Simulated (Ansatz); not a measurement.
# KI with two functionals, pressure 30 GPa

Take KI in the rock salt structure (space group Fm-3m, No. 225; a = 7.1813 Å) as the base.

(Cell as relaxed with PBE.)

Levels (all Ansatz, an electronic-structure program, PAW): PBE (420 eV, without spin-orbit coupling); r2SCAN (500 eV, spin-orbit coupling left out).

Each level relaxes its own structure.

```csv
base,PBE,r2SCAN
volume per atom,46.29 Å³,44.58 Å³
lattice parameter a,7.181 Å,7.092 Å
band gap,3.86 eV,4.58 eV
```

The change: cell and atoms relaxed at a pressure of 30 GPa.

```tsv
quantity	PBE	r2SCAN
shift of the gap caused by the change	-0.87 eV	-1.11 eV
electron mass	1.2 mₑ along k, 0.26 mₑ across (at X)	1.2 mₑ along k, 0.26 mₑ across (at X)
lattice parameter a	5.823 Å	5.835 Å
```

PBE's shift of the gap caused by the change lies 0.24 eV above r2SCAN's; PBE's lattice parameter a lies 0.0125 Å below r2SCAN's (0.2 %); the two agree on the electron mass. Neither level is exact; r2SCAN is the comparison here, not a measurement.

Spin-orbit coupling, missing from the scalar runs, can matter with I. Load acts through the strain it causes; cell and atoms are relaxed under it. Effective masses come from finite differences of ±0.01 Å⁻¹. Along k means along the line from Γ to the band edge. Stability against distortions was not tested. No other phases were tried under pressure.
